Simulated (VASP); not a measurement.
# Ga (C2/c) in VASP: a series of runs, part 2 of 2

VASP 6.6.1. The steps go on from the part before.

## Step 3: Single point, PBE

File INCAR:

```
PREC = Accurate
ENCUT = 350
EDIFF = 1E-6
ISMEAR = 0
SIGMA = 0.15
LREAL = False
LASPH = True
NELM = 100
ALGO = Normal
ISIF = 2
LWAVE = False
LCHARG = False
GGA = PE
NBANDS = 20
ADDGRID = False
```

File KPOINTS:

```
regular mesh
0
Gamma
  13 13 10
```

File POSCAR:

```
Ga
1.0
    1.3830000000     -4.0265000000      0.0000000000
    1.3830000000      4.0265000000      0.0000000000
   -0.1174474948      0.0000000000      3.3299294416
Ga
2
Direct
    0.0863460000      0.8268100000      0.7848140000
    0.8777350000      0.1376800000      0.2531650000
```

Potentials or basis: VASP PAW PBE potentials, release 64 (Ga_d).

Command:

```sh
$ cat potpaw_PBE.64/Ga_d/POTCAR > POTCAR
$ mpirun -np 1 vasp_std > vasp.out
```

It took 4.5 min on 1 thread of Intel Xeon Platinum 8259CL at 2.50GHz (Skylake/Cascade Lake), shared host; peak memory 0.36 GiB.

These settings aren't checked as converged: the numbers below hold their error.

What came out:

```
Free energy            : -5.7601 eV
Pressure               : 1.9 GPa
Largest force          : 0.324 eV/Å
Band gap on the k mesh : none (metal or under the smearing width)
```

Caveat: the cutoff is under 1.25 times the usual one of these potentials, so pressure, stress and relaxed cells hold a basis-set (Pulay) error.

## Step 4: Single point, PBE

Changes to INCAR since step 3:

```diff
@@ -1,3 +1,3 @@
 PREC = Accurate
-ENCUT = 350
+ENCUT = 400
 EDIFF = 1E-6
```

KPOINTS is that of step 3.

File POSCAR:

```
Ga
1.0
    1.3830000000     -4.0265000000      0.0000000000
    1.3830000000      4.0265000000      0.0000000000
   -0.1174474948      0.0000000000      3.3299294416
Ga
2
Direct
    0.1310000000      0.8690000000      0.7500000000
    0.8690000000      0.1310000000      0.2500000000
```

Potentials or basis: VASP PAW PBE potentials, release 64 (Ga_d).

Command:

```sh
$ cat potpaw_PBE.64/Ga_d/POTCAR > POTCAR
$ mpirun -np 1 vasp_std > vasp.out
```

OUTCAR:

```text
PREC = Accurate
   ENCUT = 400
   EDIFF = 1E-6
   ISMEAR = 0
   LREAL = False
   LASPH = True
   NELM = 100
   ISIF = 2
   GGA = PE

 Found    462 irreducible k-points:

 Following reciprocal coordinates:
            Coordinates               Weight
  0.000000  0.000000  0.000000      1.000000
  0.076923 -0.000000 -0.000000      4.000000
  0.153846  0.000000  0.000000      4.000000
  0.230769 -0.000000 -0.000000      4.000000
  0.307692  0.000000  0.000000      4.000000
[... 216 lines left out ...]

  FORCE on cell =-STRESS in cart. coord.  units (eV):
  Direction    XX          YY          ZZ          XY          YZ          ZX
  --------------------------------------------------------------------------------------
  -------------------------------------------------------------------------------------
  Total        0.3434297      0.4285191      0.2912172      0.0000000      0.0000000      0.0494430
  in kB       14.8365718     18.5125332     12.5809268      0.0000000      0.0000000      2.1359951
  external PRESSURE =      15.3100106 kB  Pullay stress =       0.0000000 kB

 VOLUME and BASIS-vectors are now :
 -----------------------------------------------------------------------------
  energy-cutoff  :      400.00
  volume of cell :       37.09
      direct lattice vectors                 reciprocal lattice vectors
     1.383000000 -4.026500000  0.000000000     0.361532899 -0.124177325  0.012751361
     1.383000000  4.026500000  0.000000000     0.361532899  0.124177325  0.012751361
    -0.117447495  0.000000000  3.329929442     0.000000000  0.000000000  0.300306663

 POSITION                                       TOTAL-FORCE (eV/Angst)
 -----------------------------------------------------------------------------------
      1.29491      2.97156      2.49745         0.000000     -0.191044     -0.000000
      1.35364     -2.97156      0.83248        -0.000000      0.191044      0.000000
 -----------------------------------------------------------------------------------
    total drift:                                0.000000     -0.000000     -0.000000

  FREE ENERGIE OF THE ION-ELECTRON SYSTEM (eV)
  ---------------------------------------------------
  free  energy   TOTEN  =        -5.7737469913 eV

  energy  without entropy=       -5.7660140610  energy(sigma->0) =       -5.76988053
```

Run time: 3.3 min. Hardware: 1 thread of Intel Xeon Platinum 8259CL at 2.50GHz (Skylake/Cascade Lake), shared host; peak memory 0.3 GiB.

These settings aren't checked as converged: the numbers below hold their error.

Results:

* Free energy: -5.7737 eV
* Pressure: 1.5 GPa
* Largest force: 0.191 eV/Å
* Band gap on the k mesh: none (metal or under the smearing width)

## Step 5: Single point, PBE

INCAR is that of step 4.

KPOINTS is that of step 4.

File POSCAR:

```
Ga
1.0
    1.3830000000     -4.0265000000      0.0000000000
    1.3830000000      4.0265000000      0.0000000000
   -0.1174474948      0.0000000000      3.3299294416
Ga
2
Direct
    0.0863460000      0.8268100000      0.7848140000
    0.8777350000      0.1376800000      0.2531650000
```

Potentials or basis: VASP PAW PBE potentials, release 64 (Ga_d).

Command:

```sh
$ cat potpaw_PBE.64/Ga_d/POTCAR > POTCAR
$ mpirun -np 1 vasp_std > vasp.out
```

OUTCAR:

```text
PREC = Accurate
   ENCUT = 400
   EDIFF = 1E-6
   ISMEAR = 0
   LREAL = False
   LASPH = True
   NELM = 100
   ISIF = 2
   GGA = PE

 Found    846 irreducible k-points:

 Following reciprocal coordinates:
            Coordinates               Weight
  0.000000  0.000000  0.000000      1.000000
  0.076923 -0.000000 -0.000000      2.000000
  0.000000 -0.076923  0.000000      2.000000
  0.153846  0.000000  0.000000      2.000000
  0.000000 -0.153846  0.000000      2.000000
  0.230769 -0.000000 -0.000000      2.000000
   k-points           NKPTS =    846   k-points in BZ     NKDIM =    846   number of bands    NBANDS=     20
   number of dos      NEDOS =    301   number of ions     NIONS =      2
   total plane-waves  NPLWV =  18816
   dimension x,y,z NGX =    28 NGY =   28 NGZ =   24
   dimension x,y,z NGXF=    56 NGYF=   56 NGZF=   48
   ions per type =               2
   NGX,Y,Z   is equivalent  to a cutoff of  10.93, 10.93, 11.97 a.u.
   NGXF,Y,Z  is equivalent  to a cutoff of  21.87, 21.87, 23.95 a.u.
 SYSTEM =  unknown system
   PREC   = accura    normal or accurate (medium, high low for compatibility)
   ISTART =      0    job   : 0-new  1-cont  2-samecut
   ICHARG =      2    charge: 1-file 2-atom 10-const
   ISPIN  =      1    spin polarized calculation?
   LNONCOLLINEAR =      F non collinear calculations
   LSORBIT =      F    spin-orbit coupling
[... 52 lines left out ...]
 E-fermi :   5.6585     XC(G=0): -11.0553

 val. band max:        5.6547810921   @ k =   0.0000  -0.1538   0.0000
 cond. band min:       5.6598286232   @ k =  -0.0769  -0.1538  -0.3000
 fundamental gap:      0.0050475312
 Fermi energy:         5.6584717021

 k-point     1 :       0.0000    0.0000    0.0000
  band No.  band energies     occupation
      1      -9.5269      2.00000
      2      -9.4988      2.00000
      3      -9.4594      2.00000
      4      -9.4387      2.00000
      5      -9.1817      2.00000
      6      -9.1606      2.00000
[... 127 lines left out ...]
     19      16.9914      0.00000
     20      20.9520      0.00000

 [... further k-points ...]

------------------------ aborting loop because EDIFF is reached ----------------------------------------

  FORCE on cell =-STRESS in cart. coord.  units (eV):
  Direction    XX          YY          ZZ          XY          YZ          ZX
  --------------------------------------------------------------------------------------
  -------------------------------------------------------------------------------------
  Total        0.3365208      0.5636167      0.3299750      0.0262053      0.1239584      0.0433646
  in kB       14.5380979     24.3489101     14.2553106      1.1321004      5.3551489      1.8734005
  external PRESSURE =      17.7141062 kB  Pullay stress =       0.0000000 kB

 VOLUME and BASIS-vectors are now :
 -----------------------------------------------------------------------------
  energy-cutoff  :      400.00
  volume of cell :       37.09
      direct lattice vectors                 reciprocal lattice vectors
     1.383000000 -4.026500000  0.000000000     0.361532899 -0.124177325  0.012751361
     1.383000000  4.026500000  0.000000000     0.361532899  0.124177325  0.012751361
    -0.117447495  0.000000000  3.329929442     0.000000000  0.000000000  0.300306663

 POSITION                                       TOTAL-FORCE (eV/Angst)
 -----------------------------------------------------------------------------------
      1.17072      2.98148      2.61338         0.010519     -0.265721     -0.186783
      1.37459     -2.97983      0.84302        -0.010519      0.265721      0.186783
 -----------------------------------------------------------------------------------
    total drift:                               -0.000002      0.000020     -0.000020

  FREE ENERGIE OF THE ION-ELECTRON SYSTEM (eV)
  ---------------------------------------------------
  free  energy   TOTEN  =        -5.7589736907 eV

  energy  without entropy=       -5.7513546952  energy(sigma->0) =       -5.75516419
```

stdout:

```text
POSCAR found type information on POSCAR Ga
 POSCAR found :  1 types and       2 ions
 scaLAPACK will be used
 LDA part: xc-table for (Slater+PW92), standard interpolation
 POSCAR, INCAR and KPOINTS ok, starting setup
 FFT: planning ... GRIDC
 FFT: planning ... GRID_SOFT
 FFT: planning ... GRID
 WAVECAR not read
 entering main loop
```

It took 5.5 min on 1 thread of Intel Xeon Platinum 8259CL at 2.50GHz (Skylake/Cascade Lake), shared host; peak memory 0.42 GiB.

These settings aren't checked as converged: the numbers below hold their error.

Results:

* Free energy: -5.7590 eV
* Pressure: 1.8 GPa
* Largest force: 0.325 eV/Å
* Band gap on the k mesh: none (metal or under the smearing width)

## Step 6: Single point, PBE

Changes to INCAR since step 5:

```diff
@@ -1,3 +1,3 @@
 PREC = Accurate
-ENCUT = 400
+ENCUT = 550
 EDIFF = 1E-6
```

File KPOINTS:

```
regular mesh
0
Gamma
  11 11 9
```

File POSCAR:

```
Ga
1.0
    1.3830000000     -4.0265000000      0.0000000000
    1.3830000000      4.0265000000      0.0000000000
   -0.1174474948      0.0000000000      3.3299294416
Ga
2
Direct
    0.1310000000      0.8690000000      0.7500000000
    0.8690000000      0.1310000000      0.2500000000
```

Potentials or basis: VASP PAW PBE potentials, release 64 (Ga_d).

Command:

```sh
$ cat potpaw_PBE.64/Ga_d/POTCAR > POTCAR
$ mpirun -np 1 vasp_std > vasp.out
```

Wall time 3 min (1 thread of Intel Xeon Platinum 8259CL at 2.50GHz (Skylake/Cascade Lake), shared host); peak memory 0.32 GiB.

These settings aren't checked as converged: the numbers below hold their error.

Results:

```yaml
Free_energy: -5.7685 eV
Pressure: 1.8 GPa
Largest_force: 0.229 eV/Å
Band_gap_on_the_k_mesh: none (metal or under the smearing width)
```

## Step 7: The reference run

An earlier run on the cell as given: functional PBE; potentials or basis VASP PAW PBE potentials, release 64 (Ga_d); cutoff 520 eV; k mesh 10 × 10 × 8; occupations fermi-dirac, width 0.05 eV; no spin polarisation.

* Pressure: 1.8 GPa
* Largest force: 0.203 eV/Å
* Band gap on the k mesh: none (metal or under the smearing width)
